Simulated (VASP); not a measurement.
# SnSe: relaxation of cell and atoms with PBE

The system is SnSe.

```
CELL_PARAMETERS angstrom
0.00000 3.01000 3.01000
3.01000 0.00000 3.01000
3.01000 3.01000 0.00000
ATOMIC_POSITIONS crystal
Sn 0.00000 0.00000 0.00000
Se 0.50000 0.50000 0.50000
```

Measurements of this composition are mostly on another form, of space group No. 62.

```json
{"Program": "VASP 6.6.1", "Task": "relaxation of cell and atoms", "Functional": "PBE", "Potentials or basis": "VASP PAW PBE potentials, release 64 (Sn, Se)", "Cutoff": "300 eV", "k mesh": "5 × 5 × 5", "Occupations": "gaussian, width 0.03 eV", "Spin": "no spin polarisation", "Further INCAR settings": "ALGO = Normal; EDIFF = 1e-06; IBRION = 2; EDIFFG = -0.01; NSW = 90; ISIF = 3"}
```

The relaxed volume is 27.58 Å³/atom. The relaxed cell is a = 4.273 Å, b = 4.273 Å, c = 4.273 Å, α = 60.00°, β = 60.00°, γ = 60.00°. The space group after relaxing (to 0.05 Å) is Fm-3m (No. 225). The energy gained by relaxing is 0.5 meV/atom, the ionic steps are 3 and the pressure after relaxing is 0.0 GPa.

Step by step:
```
step  energy change (eV)  largest force (eV/Å)  pressure (GPa)  volume (Å³)
   1              0.0000                0.0000            0.58        54.54
   2             -0.0010                0.0000           -0.15        55.32
   3             -0.0011                0.0000            0.01        55.15
```

Final structure:
```xyz
2
Lattice="0.0000 3.0212 3.0212 3.0212 0.0000 3.0212 3.0212 3.0212 0.0000" Properties=species:S:1:pos:R:3 pbc="T T T"
Sn    0.0000    0.0000    0.0000
Se    3.0212    3.0212    3.0212
```

Levels at points of the mesh, in eV from the Fermi level:
```
           k point  band 2  band 3  band 4  band 5  band 6  band 7  band 8  band 9
(0.00, 0.00, 0.00)   -5.11   -2.16   -2.16   -2.16    4.27    4.27    4.27    5.86
```

It took 12 s on 1 thread of AMD EPYC 7R43 64-Core Processor (Zen 3), with other jobs on the host, peak memory 0.1 GiB.

Caveat: this odd mesh misses L, where the gap lies, so gap, dielectric constants and Born charges aren't listed. PBE usually gives volumes a little too large and moduli too small.
